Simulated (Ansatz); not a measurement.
# SnS2 (P-3m1): check of PAW against all-electron LAPW

How well does PAW follow the all-electron answer for SnS2 (P-3m1)? The task is a check of PAW against all-electron LAPW, for SnS2 (P-3m1).

Computed with Ansatz 0.2.0, driven from Python. The levels of theory stand in the script.

**1. Starting point**

Symmetry: P-3m1, No. 164, trigonal system. Conventional cell: a = 3.639 Å, b = 3.639 Å, c = 5.868 Å, α = 90.00°, β = 90.00°, γ = 120.00°. Sn (site symmetry -3m) has 6 S at 2.56 Å as nearest neighbours. S (site symmetry 3m) is surrounded by 3 Sn at 2.56 Å.

No structure file is read: the coordinates are typed or built in the script.

**2. The code**

The input, paw_lapw.py:

```python
"""PAW against all-electron LAPW for SnS2."""

import ansatz
import numpy as np
import pandas as pd


def count_gap(report):
    # lowest empty less highest filled band, counting bands; zero where they overlap
    return max(report.get("gap_by_band_count_ev") or 0.0, 0.0)

sns2 = (
    ansatz.Lattice.from_parameters(3.639, 3.639, 5.868, alpha=90, beta=90, gamma=120)
    .space_group(164)
    .atom("Sn", [0.0, 0.0, 0.0])
    .atom("S", [1 / 3, 2 / 3, 0.25])
)

model = sns2.calculation()
model = model.functional(ansatz.Functional.PBESOL)
model = model.kpoints(12, 12, 4, center="gamma")
model = model.occupations("fixed").stress()
model = model.forces().band_table()
variants = {
    "PAW": model.pseudopotentials("paw"),
    "LAPW": model.pseudopotentials("all_electron", lapw=True),
}
# totals differ by the cores that each treatment holds, so compare what does not depend on them
rows = []
for label, variant in variants.items():
    report = variant.run().report
    levels = np.array(report["eigenvalues_ev"][0]) - report["fermi_energy_ev"]
    print(label, "levels at the first k-point near E_F:", np.round(levels[np.abs(levels) < 5], 3))
    rows.append((label, report["n_electrons"], np.trace(report["stress_gpa"]) / 3, float(np.abs(report["forces_ev_ang"]).max()), count_gap(report)))
print(pd.DataFrame(rows, columns=["treatment", "electrons in bands", "P GPa", "max force component eV/A", "gap by band count eV"]).round(4).to_string(index=False))
```

**3. The input behind the calls**

The package turns the script's settings into the engine's input (first run):

```yaml
crystal:
  lattice:
    a: 3.639
    b: 3.639
    c: 5.868
    alpha: 90.0
    beta: 90.0
    gamma: 120.0
  space_group: 164
  atoms:
    - { symbol: Sn, position: [0.0, 0.0, 0.0] }
    - { symbol: S, position: [0.3333333333333333, 0.6666666666666666, 0.25] }
kpoints:
  mp_grid:
    grid: [12, 12, 4]
    shift: [0.0, 0.0, 0.0]
hamiltonian:
  xc: pbesol
  pseudopotentials:
    kind: paw
scf:
  occupations:
    method: fixed
output:
  forces: true
  stress: true
  eigenvalues: true
```

**4. Running it**

Command:

```
$ python paw_lapw.py
```

The program printed:

```text
DeckWarning: basis.ecutwfc = 420 eV, auto-derived from the records' recommended cutoffs: set by Sn (normal level)
PAW levels at the first k-point near E_F: [-0.676 -0.676 -0.39  -0.39  -0.006  1.859  3.494]
LAPW levels at the first k-point near E_F: [-0.674 -0.674 -0.387 -0.387 -0.007  1.867  3.498]
treatment  electrons in bands  P GPa  max force component eV/A  gap by band count eV
      PAW                26.0 1.1626                    0.1012                1.3660
     LAPW                50.0 1.1519                    0.0990                1.3693
```

(Warnings from the package without file and line.)

Wall time 41 s (1 thread of Arm Neoverse V1, shared host); peak memory 0.73 GiB.

**5. Inputs of later runs**

The engine's inputs for the other runs:

Run 2, against run 1:

```diff
@@ -20 +20,2 @@
-    kind: paw
+    kind: all_electron
+    lapw: {}
```

**6. The engine's runs**

One row for each of the 2 runs:

```csv
run,potentials,energy (eV/atom),pressure (GPa),gap on the mesh (eV),SCF cycles,CPU time (s)
1,paw,-2573.6091,1.16,1.37,6,4.2
2,all_electron,-63235.7751,1.15,1.37,8,35
```

Totals under unlike functionals or potentials can't be compared directly.

**7. Results**

| quantity | value |
| --- | --- |
| runs compared | 2 |
| difference in pressure | 0.01 GPa |
| difference in gap | 0.003 eV |

What this shows: PAW gives 1.163 GPa and LAPW 1.152 GPa, 0.011 GPa apart. They took 4.2 and 35.3 s of processor time. Reading the output:
- The computed bands are complete only to about 5.1 eV above the Fermi level.
- With fixed filling the reported Fermi level is the top filled level among the k-points of the SCF.
- Levels are Kohn-Sham eigenvalues on this mesh, without spin-orbit coupling.
- Pressure is positive in compression; the treatments may keep other shells as core, so totals and counts of electrons can differ.
